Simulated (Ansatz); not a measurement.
# TiO2 (Anatase) (I4_1/amd) in Ansatz: notebook

The runs below take TiO2 (Anatase) through relaxation of the atoms, with PBE.

Everything below comes from runs of Ansatz 0.2.0. Logs are shortened: lines on timing, memory, paths and dates and some standing lists are left out, and cuts for length are marked.

### 1 The cell of the first run

The structure is tetragonal, space group I4_1/amd (No. 141). Conventional cell: a = 3.860 Å, b = 3.860 Å, c = 9.515 Å, α = 90.00°, β = 90.00°, γ = 90.00°. Ti (site symmetry -4m2) is surrounded by 6 O at 1.97 to 1.98 Å. Around O (site symmetry 2mm) lie 3 Ti at 1.97 to 1.98 Å.

### 2 Relaxation of the atoms, PBE (strained by +2 %)

File input.yaml:

```yaml
crystal:
  lattice:
    - [-1.929942, 1.929942, 4.7573]
    - [1.929942, -1.929942, 4.7573]
    - [1.929942, 1.929942, -4.7573]
  atoms:
    - { symbol: Ti, position: [0.75, 0.25, 0.5] }
    - { symbol: Ti, position: [0.0, 0.0, 0.0] }
    - { symbol: O, position: [0.7919, 0.7919, 0.0] }
    - { symbol: O, position: [0.5419, 0.0419, 0.5] }
    - { symbol: O, position: [0.9581, 0.4581, 0.5] }
    - { symbol: O, position: [0.2081, 0.2081, 0.0] }
hamiltonian:
  xc: pbe
  pseudopotentials: { kind: paw }
kpoints:
  mp_grid: { grid: [7, 7, 7] }
scf:
  occupations: { method: fermi_dirac, width: 0.05 }
output:
  forces: true
  stress: true
  eigenvalues: true
  write_density: true
  write_potential: true
  elf: true
  volumetric_format: npy
relax:
  f_tol: 0.01
  max_steps: 40
```

Potentials or basis: Ansatz PAW.

Command:

```
> ansatz run input.yaml --threads 2 --pin off --max-ram 5632MiB --backend cpu --events-out ev --progress --plain --runs-dir out
```

What it wrote:

```text
Warning: output.stress: scf.convergence.dr2_threshold = 1e-7 eV (the SCF's general default) is looser than the 6e-10 eV advised for a printed stress (1e-10 eV for each atom of the cell: 6). What an SCF threshold leaves in a stress goes as its square root, and in the free energy as the threshold itself, and one threshold admits the most on a small cell: of the crystals measured, under no hybrid functional and no lock of the moments, on runs that ended without the residual-converged pass, on stresses that held no estimate of that error, the worst erred by over 100 MPa in a component at 1e-7 eV an atom and by under 5 at 1e-10. Every solve of this run answers to scf.convergence.dr2_threshold, and the tensor of one is reported: a single SCF on the reported geometry and on this run's grids (its basis.xc_grid and basis.ecutrho_ratio typed), with scf.convergence.dr2_threshold at 6e-10 eV or tighter, prints it and tightens no other solve. Else set scf.convergence.dr2_threshold to 6e-10 eV or tighter. The threshold is an SCF's pass mark: one that does not reach it within its budget of iterations ends unconverged, or closes short of it on a stop that the run arms, and scf.convergence.dr2_threshold's page says what that costs each kind of run
Warning: RAYON_NUM_THREADS=2 ignored (pool sized by the plan → 2); use --threads N
Engine: ansatz 0.2.0, aarch64-unknown-linux-gnu
Pseudopotentials: kind: paw
Pseudopotential: Ti, paw, valence charge 12, recommended cutoff 420 eV (normal), Ti.paw.azcp
Pseudopotential: O, paw, valence charge 6, recommended cutoff 420 eV (normal), O.paw.azcp
Functional definition: PBE
  parameter kappa = 0.804
  parameter beta = 0.06672455060314922
  exchange = pbe_x(kappa = kappa, mu = beta*pi^2/3)
  correlation = pbe_c(beta = beta)
Crystal: 6 atoms, lattice volume = 70.878 Å³
Basis set: ecut = 420 eV, 1371 PW (Γ), exchange–correlation on 80×80×80 points (8 copies of the dense FFT grid, shifted against one another)
Bands: 30, of which v1, the nominal top of the filled ones, is band 24 counted from 1 (23 counted from 0)
Symmetry: 16 space group operations
Space group: I41/amd (ITA 141), of the structure as read, at distance tolerance 4.1e-5 Å
k-points: 40 of 343
Non-local potential: Ti, projectors of the file, l = 0: 3, l = 1: 2, l = 2: 3, l = 3: 1
Non-local potential: O, projectors of the file, l = 0: 2, l = 1: 2, l = 2: 1
PAW form: soft (Blöchl's): semilocal exchange-correlation on the pseudo side does not see the compensation charge
PAW one-centre angular grid: Ti, 590 points (default); XC on 64 Gauss nodes
PAW one-centre angular grid: O, 110 points (default); XC on 64 Gauss nodes
Initial density: superposition of atomic densities (neutral atoms: chi_scale 0, normalization atom), corrected by the library's trained network
Initial wavefunctions: pseudopotential atomic-orbital guess
Functional: x = pbe(κ = 0.804, μ = 0.2195149727645171), c = pbe(β = 0.06672455060314922)
SCF iter   1: F=—  HF=-7277.467109 eV  |F-HF|=—  |Δ(HF+E_count)|=         —  Δρ=3.09e-3  dr2=2.27e-3  ethr=1.77e-3  ⟨swp⟩=4.5  Hψ=4872  notcnv=0
preconditioner: auto → none  [insulator: Δε(μ)=2.027 eV  Ē_g=9.386 eV  σ=0.050 eV  W_gap=1.00  n_scr=14 (ndim 8)  ℏωp=25.0 eV  f_vac=0.106  D(μ)=0.00/eV (n_scr^D=0)  ε∞_Penn≈8.1]
SCF iter   2: F=—  HF=-7277.468590 eV  |F-HF|=—  |Δ(HF+E_count)|=   1.48e-3  Δρ=2.03e-3  dr2=1.87e-3  ethr=4.74e-6  ⟨swp⟩=2.1  Hψ=2110  notcnv=0  defer=31
SCF iter   3: F=—  HF=-7277.468831 eV  |F-HF|=—  |Δ(HF+E_count)|=   2.41e-4  Δρ=1.49e-3  dr2=1.25e-3  ethr=3.90e-6  ⟨swp⟩=2.0  Hψ=1768  notcnv=0  defer=33
SCF iter   4: F=—  HF=-7277.468896 eV  |F-HF|=—  |Δ(HF+E_count)|=   6.45e-5  Δρ=2.34e-4  dr2=1.29e-5  ethr=2.61e-6  ⟨swp⟩=2.0  Hψ=1525  notcnv=0  defer=33
iter 5 did not close the SCF: its close was put off for the readings that it lacked (scf_convergence_deferred on its scf_iter line)
SCF iter   5: F=-7277.468919 eV  HF=-7277.468919 eV  |F-HF|=3.47e-7  |Δ(HF+E_count)|=   2.31e-5  Δρ=4.13e-5  dr2=4.04e-7  ethr=2.69e-8  ⟨swp⟩=2.0  Hψ=1809  notcnv=0  defer=33
SCF iter   6: F=-7277.468919 eV  HF=-7277.468919 eV  |F-HF|=3.04e-8  |Δ(HF+E_count)|=   4.56e-7  Δρ=1.21e-5  dr2=2.83e-8  ethr=8.43e-10  ⟨swp⟩=9.4  Hψ=8240  notcnv=0
SCF 1 converged in 6 iterations: F = -7277.468919 eV  dr2 = 2.83e-8
relax step   1: F+E_penalty+E_count = -7277.46891914 eV  Δ(F+E_penalty+E_count) = +0.000e0 eV  max|allowed force component| = 9.239e-2 eV/Å  Δτ_max = 0.0000 Å  (6 SCF iters, dr2 threshold 2.50e-6 eV, accepted)
Initial density: handed on by an earlier stage of this run
Initial wavefunctions: those handed on with the density
iter 1 solved again at ethr=1.43e-7 eV; its pass at ethr=3.10e-3 eV (dr2=6.88e-5 eV) is discarded
SCF iter   1: F=—  HF=-7277.469812 eV  |F-HF|=—  |Δ(HF+E_count)|=         —  Δρ=3.45e-4  dr2=7.17e-5  ethr=1.43e-7  ⟨swp⟩=2.0  Hψ=3582  notcnv=0
preconditioner: auto → none  [insulator: Δε(μ)=2.008 eV  Ē_g=9.368 eV  σ=0.050 eV  W_gap=1.00  n_scr=14 (ndim 8)  ℏωp=25.0 eV  f_vac=0.108  D(μ)=0.00/eV (n_scr^D=0)  ε∞_Penn≈8.1]
SCF iter   2: F=—  HF=-7277.469737 eV  |F-HF|=—  |Δ(HF+E_count)|=   7.55e-5  Δρ=1.39e-4  dr2=7.94e-6  ethr=1.43e-7  ⟨swp⟩=2.0  Hψ=1689  notcnv=0
SCF iter   3: F=—  HF=-7277.469738 eV  |F-HF|=—  |Δ(HF+E_count)|=   1.50e-6  Δρ=1.34e-4  dr2=1.27e-5  ethr=1.65e-8  ⟨swp⟩=2.0  Hψ=1780  notcnv=0
SCF iter   4: F=—  HF=-7277.469736 eV  |F-HF|=—  |Δ(HF+E_count)|=   2.11e-6  Δρ=4.20e-5  dr2=6.67e-7  ethr=1.65e-8  ⟨swp⟩=2.0  Hψ=1702  notcnv=0
SCF iter   5: F=-7277.469736 eV  HF=-7277.469736 eV  |F-HF|=6.47e-9  |Δ(HF+E_count)|=   1.44e-8  Δρ=9.55e-6  dr2=1.99e-8  ethr=1.11e-9  ⟨swp⟩=10.9  Hψ=7340  notcnv=0
SCF 2 converged in 5 iterations: F = -7277.469736 eV  dr2 = 1.99e-8
relax step   2: F+E_penalty+E_count = -7277.46973635 eV  Δ(F+E_penalty+E_count) = -8.172e-4 eV  max|allowed force component| = 4.906e-2 eV/Å  Δτ_max = 0.0029 Å  (5 SCF iters, dr2 threshold 5.34e-7 eV, accepted)
SCF iter   1: F=—  HF=-7277.470137 eV  |F-HF|=—  |Δ(HF+E_count)|=         —  Δρ=3.91e-4  dr2=9.08e-5  ethr=1.93e-6  ⟨swp⟩=2.0  Hψ=2439  notcnv=0  defer=10
preconditioner: auto → none  [insulator: Δε(μ)=1.997 eV  Ē_g=9.362 eV  σ=0.050 eV  W_gap=1.00  n_scr=14 (ndim 8)  ℏωp=25.0 eV  f_vac=0.108  D(μ)=0.00/eV (n_scr^D=0)  ε∞_Penn≈8.1]
SCF iter   2: F=—  HF=-7277.470064 eV  |F-HF|=—  |Δ(HF+E_count)|=   7.31e-5  Δρ=1.59e-4  dr2=1.06e-5  ethr=1.89e-7  ⟨swp⟩=2.1  Hψ=1943  notcnv=0  defer=10
SCF iter   3: F=—  HF=-7277.470066 eV  |F-HF|=—  |Δ(HF+E_count)|=   2.32e-6  Δρ=1.60e-4  dr2=1.81e-5  ethr=2.21e-8  ⟨swp⟩=2.0  Hψ=1780  notcnv=0  defer=10
SCF iter   4: F=—  HF=-7277.470063 eV  |F-HF|=—  |Δ(HF+E_count)|=   3.02e-6  Δρ=4.81e-5  dr2=8.47e-7  ethr=2.21e-8  ⟨swp⟩=2.0  Hψ=1752  notcnv=0  defer=10
SCF iter   5: F=-7277.470063 eV  HF=-7277.470063 eV  |F-HF|=1.08e-8  |Δ(HF+E_count)|=   2.92e-8  Δρ=1.09e-5  dr2=2.50e-8  ethr=3.13e-10  ⟨swp⟩=9.6  Hψ=7995  notcnv=0
SCF 3 converged in 5 iterations: F = -7277.470063 eV  dr2 = 2.50e-8
relax step   3: F+E_penalty+E_count = -7277.47006311 eV  Δ(F+E_penalty+E_count) = -3.268e-4 eV  max|allowed force component| = 6.735e-4 eV/Å  Δτ_max = 0.0033 Å  (5 SCF iters, dr2 threshold 1.50e-7 eV, accepted)
iter 1 solved again at ethr=7.67e-11 eV; its pass at ethr=3.10e-3 eV (dr2=3.68e-8 eV) is discarded
SCF iter   1: F=—  HF=-7277.470110 eV  |F-HF|=—  |Δ(HF+E_count)|=         —  Δρ=1.17e-5  dr2=3.65e-8  ethr=7.67e-11  ⟨swp⟩=1.0  Hψ=3360  notcnv=0
preconditioner: auto → none  [insulator: Δε(μ)=1.998 eV  Ē_g=9.362 eV  σ=0.050 eV  W_gap=1.00  n_scr=14 (ndim 8)  ℏωp=25.0 eV  f_vac=0.108  D(μ)=0.00/eV (n_scr^D=0)  ε∞_Penn≈8.1]
SCF iter   2: F=-7277.470063 eV  HF=-7277.470063 eV  |F-HF|=5.22e-8  |Δ(HF+E_count)|=   4.73e-5  Δρ=1.04e-5  dr2=6.69e-8  ethr=7.61e-11  ⟨swp⟩=8.8  Hψ=7457  notcnv=0
SCF 4 converged in 2 iterations: F = -7277.470063 eV  dr2 = 6.69e-8
relax step   4: F+E_penalty+E_count = -7277.47006307 eV  Δ(F+E_penalty+E_count) = +4.122e-8 eV  max|allowed force component| = 7.235e-4 eV/Å  Δτ_max = 0.0000 Å  (2 SCF iters, accepted)
SCF converged after 2 iterations
Free energy (F): -7277.470063 eV
Harris-Foulkes:  -7277.470063 eV  (|F-HF|=5.22e-8)
Internal energy: -7277.470063 eV  (E = F + TS)
E sigma→0 (E₀):  -7277.470063 eV
Fermi energy:    7.844627 eV
--- Per-component energies (eV) ---
  E_band       = -480.119702
  E_kinetic    = 1242.320525
  E_local      = -3633.110657  (includes V_loc(G=0)·N_el)
  E_nonlocal   = 196.175026
  E_hartree    = 1405.831990
  E_xc         = -491.522952
  E_vxc        = -622.333182  (∫ρ·V_xc dr)
  E_paw        = -2721.286600  (= ΣΔE_a)
  E_vpaw       = -474.841932  (= ΣTr[D̂ρ^β])
  E_aug_tail   = 0.010262  (compensation charges beyond the density's cutoff)
  E_ewald      = -3275.887656
  E_smearing   = -0.000000  (= −TS)
  E_closure    = 0.000000  (closes the sum)
  Σ components = -7277.470063   (vs F -7277.470063, Δ=0.00e0)
--- Forces (eV/Å), atoms counted from 1 ---
  atom   1  Ti    -0.00000000    -0.00000000     0.00000000
  atom   2  Ti     0.00000000     0.00000000     0.00000000
  atom   3  O      0.00000000     0.00000000    -0.00072348
  atom   4  O      0.00000000    -0.00000000    -0.00072348
  atom   5  O      0.00000000     0.00000000     0.00072348
  atom   6  O      0.00000000    -0.00000000     0.00072348
  max |Σ_I F_I| component: 1.52e-18 eV/Å
--- Stress (GPa, compression-positive) ---
       -4.588590       0.000000       0.000000
        0.000000      -4.588590       0.000000
        0.000000      -0.000000      -0.550307
  P = ⅓ Tr σ = -3.2425 GPa (-32.425 kbar)
--- Band table (eV; the first three rows and the last of 40) ---
  k-point 0: bands = ["-49.6891", "-49.6350", "-26.1171", "-25.9049", "-25.9049", "-25.8376", "-25.8376", "-25.7684", "-10.6970", "-9.7206", "-9.5863", "-9.2586", "3.0368", "3.0652", "3.0652", "3.5660", "4.7764", "4.7792", "4.7792", "6.0849", "6.0849", "6.0971", "6.3613", "6.3613", "8.8092", "9.5397", "10.5453", "10.5453", "10.5939", "10.5939"]
  k-point 1: bands = ["-49.6859", "-49.6371", "-26.1153", "-25.9361", "-25.9135", "-25.8538", "-25.8360", "-25.7618", "-10.5241", "-9.6235", "-9.5187", "-9.2179", "2.7187", "2.8796", "2.9910", "3.5931", "4.4530", "4.8519", "4.9284", "5.5526", "5.6403", "5.7375", "6.1628", "6.5196", "9.5059", "9.6262", "9.9600", "10.3295", "10.3693", "10.6009"]
  k-point 2: bands = ["-49.6771", "-49.6434", "-26.1095", "-25.9993", "-25.9309", "-25.8909", "-25.8262", "-25.7613", "-10.0895", "-9.4294", "-9.3518", "-9.1344", "2.2745", "2.5768", "2.8531", "3.7986", "3.9306", "4.0831", "4.2737", "4.5842", "4.8669", "6.0436", "6.1109", "6.6034", "9.7128", "9.8402", "10.1053", "10.4188", "10.5924", "11.0060"]
  k-point 39: bands = ["-49.6632", "-49.6605", "-25.9865", "-25.9550", "-25.9248", "-25.9013", "-25.8166", "-25.8139", "-10.1199", "-10.0174", "-9.5177", "-9.4627", "2.7770", "3.1665", "3.3407", "3.3466", "4.5931", "4.7748", "5.2207", "5.5319", "5.5367", "5.9045", "6.3815", "6.4150", "9.2778", "9.5226", "10.2229", "10.2352", "10.3592", "10.8585"]
--- Relaxed structure (4 steps of the walk, 4 accepted, 0 SCFs on fresh bases) ---
  F+E_penalty+E_count = -7277.47006307 eV   max|allowed force component| = 7.235e-4 eV/Å
  atoms:
    - { symbol: Ti, position: [0.75, 0.24999999999999997, 0.5] }
    - { symbol: Ti, position: [4.558056765331193e-20, 4.558056765331193e-20, -2.1602134317592857e-36] }
    - { symbol: O, position: [0.7912509981549571, 0.7912509981549571, 2.3226354942975783e-36] }
    - { symbol: O, position: [0.5412509981549573, 0.04125099815495727, 0.49999999999999994] }
    - { symbol: O, position: [0.9587490018450426, 0.45874900184504264, 0.5] }
    - { symbol: O, position: [0.2087490018450427, 0.2087490018450427, -3.914371707172841e-36] }
```

Run time: 12 s. Hardware: 2 threads of Arm Neoverse V1, shared host; peak memory 0.41 GiB.

Results:

```
Free energy               : -7277.4701 eV
Energy gained by relaxing : 0.2 meV/atom
Ionic steps               : 4
Pressure after relaxing   : -3.2 GPa
Band gap on the k mesh    : 2.00 eV, indirect (least direct gap 2.35 eV)
```

Stress tensor (GPa, compression positive):
```
-4.59  0.00  0.00
 0.00 -4.59  0.00
 0.00  0.00 -0.55
```

Step by step:
```csv
step,energy change (eV),largest force (eV/Å)
1,0.0000,0.0924
2,-0.0008,0.0491
3,-0.0011,0.0007
4,-0.0011,0.0007
```

Final structure:
```
Ti O
1.0
    -1.92994    1.92994    4.75730
     1.92994   -1.92994    4.75730
     1.92994    1.92994   -4.75730
Ti O
2 4
Direct
  0.75000 0.25000 0.50000
  0.00000 0.00000 0.00000
  0.79125 0.79125 0.00000
  0.54125 0.04125 0.50000
  0.95875 0.45875 0.50000
  0.20875 0.20875 0.00000
```

Caveat: odd divisions of the mesh miss points on the zone boundary, where band edges often lie, so the gap on the mesh can be too wide; the pressure holds a Pulay correction of +0.7 GPa for the finite cutoff; the thresholds are loose for stress.

(Continued in part 2 of 2.)
